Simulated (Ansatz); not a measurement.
# Ni3Ge: tests of the settings

This session on Ni3Ge sets out to see how the k-point mesh on the displaced cell moves the results.

Program: Ansatz 0.2.0. Level of theory: DFT PBEsol, scalar-relativistic, plane waves, PAW. These are calculated values, not measurements.

1 further run of the same task is left out (set aside as unsound or not needed). Runs told in other sessions of the task aren't counted.

## (1) The system as given

The structure is cubic, space group Pm-3m (No. 221). The conventional cell has a = 3.530 Å, b = 3.530 Å, c = 3.530 Å, α = 90.00°, β = 90.00°, γ = 90.00°. Ni (site symmetry 4/mmm) is surrounded by 8 Ni at 2.50 Å and 4 Ge at 2.50 Å. Around Ge (site symmetry m-3m) lie 12 Ni at 2.50 Å.

Coordinates:

```
Ni Ge
1.0
     3.53033    0.00000    0.00000
     0.00000    3.53033    0.00000
     0.00000    0.00000    3.53033
Ni Ge
3 1
Direct
  0.50000 0.00000 0.50000
  0.00000 0.50000 0.50000
  0.50000 0.50000 0.00000
  0.00000 0.00000 0.00000
```

Source of the structure: the Materials Project (structure only). It is taken as it stands there.

## (2) The base input

The input, input.yaml:

```yaml
crystal:
  lattice:
    - [3.5303341067, 0.0, 0.0]
    - [0.0, 3.5303341067, 0.0]
    - [0.0, 0.0, 3.5303341067]
  atoms:
    - { symbol: Ni, position: [0.5, 0.0, 0.5] }
    - { symbol: Ni, position: [0.0, 0.5, 0.5] }
    - { symbol: Ni, position: [0.5, 0.5, 0.0] }
    - { symbol: Ge, position: [0.0, 0.0, 0.0] }
basis:
  ecutwfc: 420
kpoints:
  mp_grid: { grid: [12, 12, 12] }
hamiltonian:
  xc: pbesol
scf:
  occupations: { method: gaussian, width: 0.1 }
output:
  forces: true
  stress: true
  eigenvalues: true
  populations: true
```

Its results, from an earlier run: -5417.4469 eV/atom at zero smearing, pressure -0.99 GPa, largest force 0.000 eV/Å, no gap on the mesh, in 7 SCF cycles and 21 s.

The runs on the displaced cell use a copy made earlier, with the atoms moved and the axes strained (about 1 %) at random, so that forces and shear stress do not vanish.

## (3) K-point mesh on the displaced cell: 1×1×1

The input, input.yaml:

```yaml
crystal:
  lattice:
    - [3.4921308755, 0.0330371922, 0.0133476459]
    - [0.0330371922, 3.5189143404, -0.0344976617]
    - [0.0133476459, -0.0344976617, 3.5199447481]
  atoms:
    - { symbol: Ni, position: [0.4739496166, 0.0232595574, 0.5124385135] }
    - { symbol: Ni, position: [-0.0224428142, 0.4625648026, 0.4958186937] }
    - { symbol: Ni, position: [0.4663278887, 0.5002115001, -0.0363427871] }
    - { symbol: Ge, position: [-0.003223385, 0.0275891387, -0.0046931609] }
basis:
  ecutwfc: 420
kpoints:
  mp_grid: { grid: [1, 1, 1] }
hamiltonian:
  xc: pbesol
scf:
  occupations: { method: gaussian, width: 0.1 }
output:
  forces: true
  stress: true
  eigenvalues: true
```

Run with:

```console
> ansatz run input.yaml --threads 1 --pin off --max-ram 2560MiB --backend cpu --events-out ev --progress --plain --runs-dir out
```

Further runs follow: K-point mesh on the displaced cell: 2×2×2; K-point mesh on the displaced cell set to 4×4×4; K-point mesh on the displaced cell set to 6×6×6.

What results come out of these runs, taken together?

As calculated:

| quantity | value |
| --- | --- |
| k-point mesh on the displaced cell: within 10 and 1 meV/atom of 8×8×8 from | 4×4×4 for 10; 6×6×6 for 1 |

**Reading.** In the sweep of the k-point mesh on the displaced cell, 6×6×6 already comes within 1 meV/atom of the reference, and so do all later runs, at about 0.44 of the reference's time. That is measured against the best run here, which may itself be short of the limit. The error changes sign along the series, since a k mesh isn't variational, and a metal needs dense meshes to resolve its Fermi surface. Forces stay within 0.01 eV/Å of the reference from 6×6×6 on. The final runs have no spin polarisation, so a magnetic state may lie lower.
